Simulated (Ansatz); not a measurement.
**ZnS under strain**

All numbers below come from DFT PBE, scalar-relativistic, plane waves, PAW in Ansatz 0.2.0. (420 eV cutoff, 8×8×6 k-mesh, Gaussian smearing of 0.02 eV, no spin polarisation)

Starting point, cell and atoms relaxed:

```yaml
crystal:
  lattice:
    - [2.72115, 2.72115, 0.00000]
    - [-2.72115, 2.72115, 0.00000]
    - [0.00000, 0.00000, 5.44231]
  atoms:
    - { symbol: Zn, position: [0.00000, 0.00000, 0.00000] }
    - { symbol: Zn, position: [0.50000, 0.50000, 0.50000] }
    - { symbol: S, position: [0.50000, 0.00000, 0.75000] }
    - { symbol: S, position: [0.00000, 0.50000, 0.25000] }
```

Deformation: uniaxial strain along c, with the lengths of a and b and the atoms relaxed and the angles held, all within the symmetry that the strain leaves. Energies are extrapolated to zero smearing. Gaps are Kohn–Sham gaps over the whole zone.

| strain (%) | ΔE (meV/atom) | a (Å) | b (Å) | c (Å) | gap (eV) |
| --- | --- | --- | --- | --- | --- |
| -3.0 | 3.1 | 3.893 | 3.893 | 5.279 | 1.96 |
| -2.0 | 1.4 | 3.878 | 3.878 | 5.333 | 1.97 |
| -1.0 | 0.4 | 3.864 | 3.864 | 5.388 | 1.99 |
| +0.0 | 0.0 | 3.848 | 3.848 | 5.442 | 2.02 |
| +1.0 | 0.3 | 3.836 | 3.836 | 5.497 | 1.99 |
| +2.0 | 1.4 | 3.822 | 3.822 | 5.551 | 1.96 |
| +3.0 | 3.2 | 3.809 | 3.809 | 5.606 | 1.92 |

What stiffness (1/V) d²E/dε² at zero strain does a cubic fit over all points give?

A cubic fit gives (1/V) d²E/dε² = 56 GPa at zero strain (Young's modulus along this axis, angles held).

How does the free axis a answer a small strain?

Between the innermost points its strain is -0.37 times the applied one.

How fast does the gap move with strain on either side?

23 meV per percent on the compressed side and -31 meV per percent on the stretched side.